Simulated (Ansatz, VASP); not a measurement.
## SiC: VASP beside Ansatz

```
C Si
1.0
     0.00000    2.00112    2.00112
     2.00112    0.00000    2.00112
     2.00112    2.00112    0.00000
C Si
1 1
Cartesian
  0.0000 0.0000 0.0000
  2.0011 2.0011 2.0011
```

Alike in both runs: task single point; functional PBE; k mesh 20 × 20 × 20; occupations gaussian, width 0.05 eV; no spin polarisation.

|  | VASP | Ansatz |
| --- | --- | --- |
| version | VASP 6.6.1 | Ansatz 0.2.0 |
| potentials or method | VASP PAW PBE potentials, release 64 (C, Si) | scalar-relativistic, plane waves, PAW |
| plane-wave cutoff (eV) | 520 | 420 |
| valence electrons in the cell | 8 | 8 |

```csv
,VASP,Ansatz,Ansatz less VASP
gap on the k mesh at the Fermi level (eV),none,none,-
pressure (GPa),11.1,10.9,-0.17
```

A gap of «none» marks a metal or a gap that the smearing closes.
